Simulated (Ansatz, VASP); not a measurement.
## InP: VASP beside Ansatz

File POSCAR:

```
InP
1.0
    0.0000000000      2.9535689272      2.9535689272
    2.9535689272      0.0000000000      2.9535689272
    2.9535689272      2.9535689272      0.0000000000
In P
1 1
Direct
    0.0000000000      0.0000000000      0.0000000000
    0.2500000000      0.2500000000      0.2500000000
```

File INCAR.step1:

```
SYSTEM = InP
PREC = Accurate ; ENCUT = 520
ISMEAR = 0 ; SIGMA = 0.02
LREAL = .False. ; LASPH = .True.
NELM = 80 ; NBANDS = 16
GGA = PE ; ALGO = Normal
EDIFF = 1E-4 ; LWAVE = .True.
LCHARG = .False.
```

File INCAR.step2:

```
SYSTEM = InP
PREC = Accurate ; ENCUT = 520
EDIFF = 1E-6 ; ISMEAR = 0
SIGMA = 0.02 ; LREAL = .False.
LASPH = .True. ; NELM = 80
ALGO = Normal ; ISIF = 2
LWAVE = .False. ; LCHARG = .False.
METAGGA = R2SCAN ; LMIXTAU = .True.
NBANDS = 16 ; ISTART = 1
```

File KPOINTS:

```
Automatic mesh
0
Gamma
  8 8 8
  0 0 0
```

Input for Ansatz:

```yaml
crystal:
  lattice:
    - [0.0, 2.9535689272, 2.9535689272]
    - [2.9535689272, 0.0, 2.9535689272]
    - [2.9535689272, 2.9535689272, 0.0]
  atoms:
    - { symbol: In, position: [0.0, 0.0, 0.0] }
    - { symbol: P, position: [0.25, 0.25, 0.25] }
basis:
  ecutwfc: 500
kpoints:
  mp_grid: { grid: [8, 8, 8] }
  band_path:
    path:
      - [[0.0, 0.0, 0.0], [-0.5, -0.5, 0.0], [-0.375, -0.375, 0.25]]
      - [[-0.375, 0.0, 0.375], [0.0, 0.0, 0.0], [0.0, 0.0, 0.5], [-0.5, -0.25, 0.25], [-0.5, -0.5, 0.0]]
    npoints: 14
hamiltonian:
  xc: r2scan
scf:
  occupations: { method: gaussian, width: 0.02 }
  n_extra_bands: 6
output:
  forces: true
  stress: true
  eigenvalues: true
  populations: true
  dos: { projected: true, de: 0.02, nscf_kmesh: { grid: [12, 12, 12] } }
  bader: true
  write_density: true
  write_potential: true
  elf: true
  volumetric_format: npy
```

Alike in both runs: task single point; functional r2SCAN; k mesh 8 × 8 × 8; occupations gaussian, width 0.02 eV; no spin polarisation.

```csv
,VASP,Ansatz
version,VASP 6.6.1,Ansatz 0.2.0
potentials or method,"VASP PAW PBE potentials, release 64 (In_d, P)","scalar-relativistic, plane waves, PAW"
plane-wave cutoff (eV),520,500
valence electrons in the cell,18,18
```

|  | VASP | Ansatz | Ansatz less VASP |
| --- | --- | --- | --- |
| gap on the k mesh at the Fermi level (eV) | 1.03 | 1.03 | -0.004 |
| least direct gap on the mesh (eV) | 1.03 | 1.03 | -0.004 |
| pressure (GPa) | -0.1 | 0.0 | +0.10 |

The functional is the same, so the differences come from potentials, cutoffs and numerics.

Caveats: the PAW data sets were made with another functional, which shifts forces and pressure a little (VASP); spin-orbit coupling is left out, which moves the levels of the heavy elements. r2SCAN opens gaps a little over a GGA but as a rule still falls short of measured ones.
